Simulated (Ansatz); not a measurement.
**1/2<111> screw dislocation dipole in Li (120 atoms): a single point**

Wanted: forces, charges and levels of 1/2<111> screw dislocation dipole in Li (120 atoms).

Method: Kohn-Sham DFT, PBE, PAW (set soft_2), plane waves, in Ansatz 0.2.0.

## Step 1: The structure

The cell holds 120 atoms: 120 Li. Cell: a = 34.391 Å, b = 24.866 Å, c = 3.040 Å, α = 93.5°, β = 90.0°, γ = 90.0°. It derives from Li (bcc). Bcc Li (a = 3.51 Å), x, y, z along [11-2], [-110], [111], 4 x 5 x 1 period; two opposite 1/2<111> screw dislocations along z, half a cell apart on one glide plane, laid by the isotropic elastic field summed over images, cell tilted by half the Burgers vector; not relaxed, displaced by a Gaussian of 0.02 Å.

Before any run, some limits are plain. The cell is under 6 Å thick along one periodic direction, so every atom has periodic images of itself close by, which move with it and show among its neighbours and in g(r). The host structure and its lattice constant were typed by rule, without a check against the phase diagram.

## Step 2: Plane-wave single point

The electrons are solved once, with the atoms held.

The input, input.yaml:

```yaml
crystal:
  lattice:
    - [34.39084, 0.0, 0.0]
    - [0.0, 24.81945, -1.51985]
    - [0.0, 0.0, 3.03975]
  atoms:
    - { symbol: Li, position: [0.87594, 0.09951, 0.175] }
    - { symbol: Li, position: [0.95771, 0.1007, 0.4836] }
    - { symbol: Li, position: [0.75101, 0.99939, 0.16387] }
    - { symbol: Li, position: [0.83319, 0.00118, 0.4744] }
    - { symbol: Li, position: [0.91648, 0.99969, 0.82196] }
    - { symbol: Li, position: [0.87436, 0.29986, 0.19464] }
    - { symbol: Li, position: [0.95836, 0.30047, 0.49735] }
    - { symbol: Li, position: [0.75067, 0.20073, 0.27474] }
    - { symbol: Li, position: [0.83386, 0.19945, 0.5511] }
    - { symbol: Li, position: [0.91612, 0.19978, 0.85431] }
    - { symbol: Li, position: [0.6246, 0.09968, 0.24411] }
    - { symbol: Li, position: [0.70784, 0.09946, 0.56166] }
    - { symbol: Li, position: [0.79102, 0.10019, 0.8799] }
    - { symbol: Li, position: [0.50043, 0.99985, 0.16959] }
    - { symbol: Li, position: [0.5829, 0.00136, 0.50871] }
    - { symbol: Li, position: [0.6663, 0.00015, 0.85015] }
    - { symbol: Li, position: [0.87507, 0.5005, 0.10624] }
    - { symbol: Li, position: [0.95813, 0.49908, 0.45124] }
    - { symbol: Li, position: [0.74988, 0.40047, 0.43277] }
    - { symbol: Li, position: [0.83387, 0.40023, 0.53137] }
    - { symbol: Li, position: [0.91623, 0.40101, 0.82593] }
    - { symbol: Li, position: [0.62483, 0.30039, 0.43557] }
    - { symbol: Li, position: [0.70899, 0.30122, 0.72881] }
    - { symbol: Li, position: [0.79085, 0.29884, 0.94] }
    - { symbol: Li, position: [0.50009, 0.20071, 0.35203] }
    - { symbol: Li, position: [0.58216, 0.19975, 0.68264] }
    - { symbol: Li, position: [0.6668, 0.20061, 0.98367] }
    - { symbol: Li, position: [0.37488, 0.10015, 0.2449] }
    - { symbol: Li, position: [0.45845, 0.1001, 0.58474] }
    - { symbol: Li, position: [0.54189, 0.1001, 0.93214] }
    - { symbol: Li, position: [0.2507, 0.00015, 0.15645] }
    - { symbol: Li, position: [0.33296, 0.00034, 0.5009] }
    - { symbol: Li, position: [0.41647, 4.0e-05, 0.83551] }
    - { symbol: Li, position: [0.87541, 0.69964, 0.07986] }
    - { symbol: Li, position: [0.95857, 0.70048, 0.42179] }
    - { symbol: Li, position: [0.7501, 0.6006, 0.93289] }
    - { symbol: Li, position: [0.83318, 0.60003, 0.36349] }
    - { symbol: Li, position: [0.91685, 0.60068, 0.75047] }
    - { symbol: Li, position: [0.6252, 0.49894, 0.70645] }
    - { symbol: Li, position: [0.70739, 0.5009, 0.08831] }
    - { symbol: Li, position: [0.79165, 0.49938, 0.68146] }
    - { symbol: Li, position: [0.50114, 0.3985, 0.58024] }
    - { symbol: Li, position: [0.58428, 0.40027, 0.89544] }
    - { symbol: Li, position: [0.66717, 0.39985, 0.21285] }
    - { symbol: Li, position: [0.37428, 0.30044, 0.42571] }
    - { symbol: Li, position: [0.45797, 0.30042, 0.77574] }
    - { symbol: Li, position: [0.54213, 0.30004, 0.11913] }
    - { symbol: Li, position: [0.24994, 0.2007, 0.25503] }
    - { symbol: Li, position: [0.33364, 0.20011, 0.63585] }
    - { symbol: Li, position: [0.41703, 0.20019, 0.00778] }
    - { symbol: Li, position: [0.12482, 0.09804, 0.1779] }
    - { symbol: Li, position: [0.20961, 0.10036, 0.52503] }
    - { symbol: Li, position: [0.29159, 0.0999, 0.88537] }
    - { symbol: Li, position: [0.99935, 0.99958, 0.13855] }
    - { symbol: Li, position: [0.08348, 0.99976, 0.48298] }
    - { symbol: Li, position: [0.16657, 0.00079, 0.81979] }
    - { symbol: Li, position: [0.87627, 0.89847, 0.11504] }
    - { symbol: Li, position: [0.95886, 0.90204, 0.45721] }
    - { symbol: Li, position: [0.75003, 0.79982, 0.06368] }
    - { symbol: Li, position: [0.83317, 0.80055, 0.41268] }
    - { symbol: Li, position: [0.91593, 0.80025, 0.77032] }
    - { symbol: Li, position: [0.62575, 0.69991, 0.93278] }
    - { symbol: Li, position: [0.70866, 0.70019, 0.30918] }
    - { symbol: Li, position: [0.79162, 0.70094, 0.69643] }
    - { symbol: Li, position: [0.50111, 0.6009, 0.82132] }
    - { symbol: Li, position: [0.58239, 0.60049, 0.1591] }
    - { symbol: Li, position: [0.66714, 0.60084, 0.52055] }
    - { symbol: Li, position: [0.37548, 0.49955, 0.72932] }
    - { symbol: Li, position: [0.45756, 0.49858, 0.0218] }
    - { symbol: Li, position: [0.54115, 0.4991, 0.37724] }
    - { symbol: Li, position: [0.24981, 0.39892, 0.30049] }
    - { symbol: Li, position: [0.33299, 0.399, 0.86722] }
    - { symbol: Li, position: [0.41703, 0.39965, 0.24109] }
    - { symbol: Li, position: [0.12508, 0.3013, 0.18883] }
    - { symbol: Li, position: [0.20924, 0.30009, 0.56563] }
    - { symbol: Li, position: [0.29309, 0.29956, 0.00867] }
    - { symbol: Li, position: [0.99959, 0.19984, 0.17267] }
    - { symbol: Li, position: [0.08345, 0.20053, 0.52218] }
    [... 36 atom lines left out ...]
    - { symbol: Li, position: [0.29141, 0.90026, 0.77381] }
    - { symbol: Li, position: [0.0, 0.79986, 0.10698] }
    - { symbol: Li, position: [0.0836, 0.79905, 0.44419] }
    - { symbol: Li, position: [0.1672, 0.79984, 0.76169] }
    - { symbol: Li, position: [0.04126, 0.69957, 0.76648] }
    - { symbol: Li, position: [0.04156, 0.89964, 0.78729] }
kpoints:
  mp_grid: { grid: [1, 1, 7] }
hamiltonian:
  xc: pbe
scf:
  occupations: { method: methfessel_paxton, width: 0.15 }
output:
  forces: true
  stress: true
  populations: true
  dos:
    method: { smearing: { sigma: 0.1 } }
    de: 0.1
    projected: { site_lists: { Li: [Li] } }
  eigenvalues: true
  write_density: true
  write_potential: true
  volumetric_format: npy
```

Run with:

```console
$ ansatz run input.yaml --threads 4 --pin off --max-ram 8192MiB --backend cpu --events-out ev --progress --plain --runs-dir out
```

Numbers of over 12 decimals in the logs are rounded to 6 here.

What it wrote:

```text
Engine: ansatz 0.2.0, aarch64-unknown-linux-gnu
Pseudopotentials: kind: paw
Pseudopotential: Li, paw, valence charge 3, recommended cutoff 420 eV (normal), Li.paw.azcp
[... 5 lines on functional and potentials left out ...]
Crystal: 120 atoms, lattice volume = 2594.614 Å³
Basis set: ecut = 420 eV, 50437 PW (Γ), exchange–correlation on 480×360×48 points (8 copies of the dense FFT grid, shifted against one another)
Bands: 300, of which v1, the nominal top of the filled ones, is band 180 counted from 1 (179 counted from 0)
Symmetry: 1 space group operations
Space group: P1 (ITA 1), of the structure as read, at distance tolerance 1.4e-4 Å
k-points: 4 of 7 (time reversal used)
[... 3 lines on functional and potentials left out ...]
Initial density: superposition of atomic densities (neutral atoms: chi_scale 0, normalization atom), corrected by the library's trained network
Initial wavefunctions: pseudopotential atomic-orbital guess
Functional: x = pbe(κ = 0.804, μ = 0.219515), c = pbe(β = 0.066725)
SCF iter   1: F=—  HF=-24561.958509 eV  |F-HF|=—  |Δ(HF+E_count)|=         —  Δρ=3.52e-4  dr2=3.73e-2  ethr=1.77e-3  ⟨swp⟩=11.5  Hψ=7597  notcnv=0  defer=94
preconditioner: auto → Kerker (q_TF=auto, 1.963 Å⁻¹)  [metal: Δε(μ)=0.023 eV  Ē_g=3.840 eV  σ=0.150 eV  W_gap=0.13  n_scr=258 (ndim 8)  ℏωp=8.0 eV  f_vac=0.000  D(μ)=49.02/eV (n_scr^D=234)]
SCF iter   2: F=—  HF=-24561.949996 eV  |F-HF|=—  |Δ(HF+E_count)|=   8.51e-3  S|Δr|=    0.00e0  Δρ=2.35e-4  dr2=1.47e-2  ethr=1.04e-5  ⟨swp⟩=1.2  Hψ=1402  notcnv=0  defer=94
SCF iter   3: F=—  HF=-24561.949981 eV  |F-HF|=—  |Δ(HF+E_count)|=   1.47e-5  S|Δr|=    0.00e0  Δρ=6.40e-5  dr2=4.33e-4  ethr=4.08e-6  ⟨swp⟩=1.2  Hψ=889  notcnv=0  defer=94
SCF iter   4: F=—  HF=-24561.949966 eV  |F-HF|=—  |Δ(HF+E_count)|=   1.51e-5  S|Δr|=    0.00e0  Δρ=3.26e-5  dr2=1.44e-4  ethr=1.20e-7  ⟨swp⟩=1.2  Hψ=894  notcnv=0  defer=94
SCF iter   5: F=—  HF=-24561.949979 eV  |F-HF|=—  |Δ(HF+E_count)|=   1.29e-5  S|Δr|=    0.00e0  Δρ=5.19e-6  dr2=2.66e-6  ethr=3.99e-8  ⟨swp⟩=1.5  Hψ=898  notcnv=0  defer=94
SCF iter   6: F=—  HF=-24561.950097 eV  |F-HF|=—  |Δ(HF+E_count)|=   1.18e-4  S|Δr|=    0.00e0  Δρ=1.48e-6  dr2=1.78e-7  ethr=7.38e-10  ⟨swp⟩=2.0  Hψ=1673  notcnv=0  defer=94
SCF iter   7: F=-24561.950097 eV  HF=-24561.950097 eV  |F-HF|=7.13e-9  |Δ(HF+E_count)|=   3.45e-8  S|Δr|=    0.00e0  Δρ=2.90e-7  dr2=1.11e-8  ethr=2.78e-11  ⟨swp⟩=19.0  Hψ=8031  notcnv=0
SCF 1 converged in 7 iterations: F = -24561.950097 eV  dr2 = 1.11e-8
  greatest PAW one-centre occupation: 1.000 electrons in one spin orbital (limit 2), on the Li atom at site 83 (counted from 0), in its partial waves of l = 0
SCF converged after 7 iterations
Stability not checked: this state was not tested for a lower state beside it, because cold or Methfessel-Paxton smearing, or corrected tetrahedra, fill the levels in a way that the test cannot read (fill_not_monotonic; see scf.lower_state_search)
Free energy (F): -24561.950097 eV
Harris-Foulkes:  -24561.950097 eV  (|F-HF|=7.13e-9)
Internal energy: -24561.986177 eV  (E = F + TS)
E sigma→0 (E₀):  -24561.959117 eV
Entropy (-TS):   0.036081 eV (0.301 meV/atom)
Fermi energy:    0.816439 eV
--- Per-component energies (eV) ---
  E_band       = -11055.742050
  E_kinetic    = 2517.706835
  E_local      = -16101.862063  (includes V_loc(G=0)·N_el)
  E_nonlocal   = -3992.551871
  E_hartree    = 4788.118759
  E_xc         = -1195.868276
  E_vxc        = -1538.972937  (∫ρ·V_xc dr)
  E_paw        = -2520.381472  (= ΣΔE_a)
  E_vpaw       = -1516.302276  (= ΣTr[D̂ρ^β])
  E_aug_tail   = 0.001459  (compensation charges beyond the density's cutoff)
  E_ewald      = -8057.149547
  E_smearing   = 0.036081  (= −TS)
  E_closure    = -0.000000  (closes the sum)
  Σ components = -24561.950097   (vs F -24561.950097, Δ=0.00e0)
--- Forces (eV/Å), atoms counted from 1 ---
  atom   1  Li    -0.04810231     0.02494923    -0.00896777
  atom   2  Li     0.03280587    -0.02750335     0.02069108
  atom   3  Li    -0.05782548     0.01249579     0.00202380
  atom   4  Li     0.02779481    -0.03435394     0.01586442
  atom   5  Li    -0.00271640     0.01630430    -0.01730227
  atom   6  Li     0.03686582     0.00211076    -0.00462646
  atom   7  Li    -0.00825206    -0.00535569     0.00882113
  atom   8  Li    -0.04218306    -0.00252893     0.01127131
  atom   9  Li    -0.00952943     0.00806324    -0.00430739
  atom  10  Li     0.03771357     0.01922181    -0.00618541
  atom  11  Li     0.01030521     0.03761017     0.00779042
  atom  12  Li     0.01181132     0.01935113    -0.00308537
  atom  13  Li     0.02829438     0.00853893    -0.00857908
  atom  14  Li    -0.03089331     0.00586558     0.00375485
[...]
atom 119  Li     0.01508805     0.00898412    -0.00087533
  atom 120  Li    -0.01230789     0.00031772    -0.00306031
  max |Σ_I F_I| component: 1.03e-6 eV/Å
--- Stress (GPa, compression-positive) ---
       -1.005044      -0.009122       0.046369
       -0.009122      -0.397132       0.213808
        0.046369       0.213808      -1.071538
  P = ⅓ Tr σ = -0.8246 GPa (-8.246 kbar)
--- Band table (eV) ---
  k-point 0: bands = ["-45.8621", "-45.8541", "-45.8473", "-45.8397", [... 284 levels ...], "5.2771", "5.2871", "5.2950", "5.3003", "5.3039", "5.5486", "5.5580", "6.0945", "6.0985", "6.1085", "6.1137", "6.3337"]
[...]
--- Löwdin populations: 120 sites ---
  site symbol       q [e]
     0     Li      2.9137
     1     Li      2.9166
     2     Li      2.9136
[...]
119     Li      2.9153
  spilling = 0.028589 (of n_electrons = 360.000000)
```

Elapsed: 4.9 min, on 4 threads of Arm Neoverse V2, shared host; peak memory 5.9 GiB; 19 min of CPU time.

The program notes that it cut back its work space to fit the memory limit.

The run gave:

| Quantity | Value |
| --- | --- |
| free energy | -24561.9501 eV |
| free energy per atom | -204.6829 eV/atom |
| SCF cycles | 7 |
| pressure | -0.8246 GPa |
| r.m.s. force component | 0.02661 eV/Å |
| longest force | 0.1576 eV/Å |
| Fermi energy | 0.8164 eV |
| levels partly filled by over 2 per cent | 20 |
| spilling of the projection | 0.02859 |

Length of the force by element:

| element | coordination | atoms | mean length of the force (eV/Å) | spread | least | most |
| --- | --- | --- | --- | --- | --- | --- |
| Li | all | 120 | 0.0402 | 0.0225 | 0.0027 | 0.158 |

The mean of these charges, 0.086 e, is only the charge that the projection spills.

Löwdin charges by element (they lack the spilled electrons, 0.086 e an atom on average):

| element | coordination | atoms | mean charge (e) | spread | least | most |
| --- | --- | --- | --- | --- | --- | --- |
| Li | all | 120 | 0.0858 | 0.004 | 0.0757 | 0.100 |

Density of states as counts of states in windows of 0.5 eV (from the Fermi level), total and the larger projections:

| from (eV) | to (eV) | total | Li s |
| --- | --- | --- | --- |
| -10 | -4 | 0.0 | 0.0 |
| -4 | -3.5 | 0.1 | 0.1 |
| -3.5 | -3 | 5.6 | 5.6 |
| -3 | -2.5 | 9.9 | 9.9 |
| -2.5 | -2 | 16.5 | 16.3 |
| -2 | -1.5 | 16.8 | 16.3 |
| -1.5 | -1 | 17.5 | 16.6 |
| -1 | -0.5 | 26.8 | 24.1 |
| -0.5 | 0 | 25.2 | 19.7 |
| 0 | 0.5 | 28.6 | 16.3 |
| 0.5 | 1 | 33.0 | 12.6 |
| 1 | 1.5 | 25.5 | 7.7 |
| 1.5 | 2 | 13.2 | 2.5 |
| 2 | 2.5 | 11.8 | 1.6 |
| 2.5 | 3 | 12.5 | 3.0 |

The stored curve holds about 119 of the 360 electrons; the rest, give or take the few that broadening carries across the Fermi level, lie in deeper levels below its range.

The levels nearest the highest filled one (over half full), pooled over k-points and spins:

| level less the highest filled one (eV) | occupation |
| --- | --- |
| -0.0755 | 1.86 |
| -0.0396 | 1.60 |
| -0.0172 | 1.38 |
| -0.0127 | 1.33 |
| -0.0075 | 1.28 |
| 0 | 1.20 |
| 0.0224 | 0.945 |
| 0.027 | 0.894 |
| 0.0358 | 0.796 |
| 0.0456 | 0.69 |
| 0.0549 | 0.593 |
| 0.0662 | 0.482 |

Valence density in the ab plane at fractional z = 0.474, with atoms of Li within 0.2 Å of it. It is the smooth field of the valence electrons, not physical close to the nuclei.

Ten steps, logarithmic in the rise over the least value, from '0' (0.0 e/Å³) to '9' (4.1 e/Å³), each cell a mean:
```
00000377200000000000000000001674000000000000
00000000000000000143000000000000000000001441
00000000000000000698300000000000000000005994
00000000000000000000000000000000000000000000
00000387300000110000000000002673000001100000
00000022000000000000000000000120000000000000
00220000000000000010000004530000000000000330
00331000000000000021000005750000000000001441
00000000000000100000000000000000000001100000
00000000000006994000000000000000000039960000
00000000000000110000000000000000000000100000
04895000000000000000000006750000001000000000
02773000000000000000000005640000000000000000
00000000000000000000012100000000000000000000
10000000000000110000058610000000000000000000
00000000000000000000000000000000000000000000
00000000069830000000000000000000389600000000
00000000024400000000000000000000044200000000
00000033000000000000035400000010000000000000
00000154100000000000046500000120000000000000
00000000000000000000000000000000000000000000
00000000001100000586100000000000011000004883
00000000000000000010000000000000000000000110
00000498400000000000000000003896000000000000
```
Columns run along a (16.0 Å, from fractional 0.27 to 0.73 of the cell), rows up along b (24.9 Å). Atoms in or near the plane, at fractional coordinates: Li at (0.58, 0.00), Li at (0.62, 0.30), Li at (0.33, 0.00), Li at (0.37, 0.30), Li at (0.67, 0.60), Li at (0.71, 0.90), Li at (0.42, 0.60), Li at (0.29, 0.50), Li at (0.46, 0.90).

Electrostatic potential energy in the ab plane at fractional z = 0.474, with atoms of Li within 0.2 Å of it. With pseudopotentials it is smooth inside the atoms' cores, unlike the true potential.

Ten even steps from '0' (-19 eV) to '9' (3 eV), each cell a mean:
```
99998633689999999999998999997435899999999999
99999999999999998756899999999999999999997557
98888999998999997200589998889999999999973003
99999988999999999988999999999889999999998889
99998401489987668999999999985104899976679999
99999866899998888999999999998778999998889999
98668999999999998767899985458999999999997557
87447899999999998767899973247999999999987447
99999999999998778999999999999999999987789999
99999866899971004899988899999888999840027999
99999999999998778999999999999999999987789999
84214899987789999999999973247999877899999999
86435899988889999999999974458999877899999999
89999999999998889999976789999999999998899999
68999999999987668999720168999999999987789997
99999999998899999999998899999999988999999999
99999999720048999888999998899998400279998778
99999999875689999999999999999999765789999889
89999766799999999999854589998778999999999999
79998633689999999999743479998657899999999999
99999999998999999888899999999999999999998888
99999999875689997201689999999999865789983004
99999999999999999878899999999999999999998778
89998422589999999999988899985213799999999999
```
Columns run along a (16.0 Å, from fractional 0.27 to 0.73 of the cell; values clipped at the 3rd and 97th percentile), rows up along b (24.9 Å). Atoms in or near the plane, at fractional coordinates: Li at (0.58, 0.00), Li at (0.62, 0.30), Li at (0.33, 0.00), Li at (0.37, 0.30), Li at (0.67, 0.60), Li at (0.71, 0.90), Li at (0.42, 0.60), Li at (0.29, 0.50), Li at (0.46, 0.90).

Löwdin charges run from +0.08 to +0.10 e, about a mean that is the spilled charge alone. Among metals such projection charges depend strongly on the orbitals used and are no measure of ionicity.

## Step 3: Local order

Bonds and neighbours are counted at the geometry of the runs.

Density 0.533 g/cm³, 21.62 Å³ an atom.

Pair distribution function in bins of 0.2 Å:

| r (Å) | total |
| --- | --- |
| 2.80 | 0.09 |
| 3.00 | 6.49 |
| 3.20 | 0.95 |
| 3.40 | 1.90 |
| 3.60 | 2.06 |
| 3.80 | 0.12 |
| 4.00 | 0.05 |
| 4.20 | 0.01 |
| 4.40 | 0.02 |
| 4.60 | 0.07 |
| 4.80 | 0.63 |
| 5.00 | 3.13 |
| 5.20 | 0.33 |
| 5.40 | 0.10 |
| 5.60 | 0.88 |
| 5.80 | 3.73 |
| 6.00 | 2.42 |
| 6.20 | 0.71 |
| 6.40 | 0.08 |
| 6.60 | 0.08 |
| 6.80 | 0.24 |
| 7.00 | 0.52 |
| 7.20 | 0.29 |
| 7.40 | 0.39 |
| 7.60 | 2.59 |
| 7.80 | 2.46 |

A closer look about Li94, which bears the longest force: 11 atoms, nearest first, numbered in the order of the input, with positions taken from that point.

| atom | x | y | z | distance (Å) | Löwdin charge (e) | Fx | Fy | Fz (eV/Å) |
| --- | --- | --- | --- | --- | --- | --- | --- | --- |
| Li94 | 0.00 | 0.00 | 0.00 | 0.00 | 0.10 | -0.138 | 0.076 | -0.012 |
| Li95 | 2.84 | 0.03 | 0.25 | 2.85 | 0.10 | 0.092 | 0.025 | 0.018 |
| Li71 | 1.40 | -2.49 | -0.15 | 2.86 | 0.10 | 0.018 | -0.068 | -0.017 |
| Li111 | -1.45 | 2.52 | 0.84 | 3.03 | 0.09 | -0.017 | -0.035 | 0.014 |
| Li94 | 0.00 | 0.00 | -3.04 | 3.04 | 0.10 | -0.138 | 0.076 | -0.012 |
| Li94 | 0.00 | 0.00 | 3.04 | 3.04 | 0.10 | -0.138 | 0.076 | -0.012 |
| Li93 | -2.92 | 0.04 | -0.87 | 3.05 | 0.09 | 0.026 | -0.015 | -0.012 |
| Li90 | 1.41 | 2.50 | -1.44 | 3.21 | 0.08 | 0.004 | -0.034 | 0.007 |
| Li98 | -1.46 | -2.46 | 1.47 | 3.21 | 0.08 | 0.018 | 0.017 | 0.005 |
| Li98 | -1.46 | -2.46 | -1.57 | 3.26 | 0.08 | 0.018 | 0.017 | 0.005 |
| Li90 | 1.41 | 2.50 | 1.60 | 3.29 | 0.08 | 0.004 | -0.034 | 0.007 |

(Continued in part 2 of 3.)

[Logs are printed without paths, hosts, clocks, repeated set-up lines and the standing remarks that a program may print on its own settings, such as how far it seeks lower states.]

[Hosts, paths, dates, database ids (printed as entryN), source tags and the programs' standing remarks are cut or masked in the printed files.]
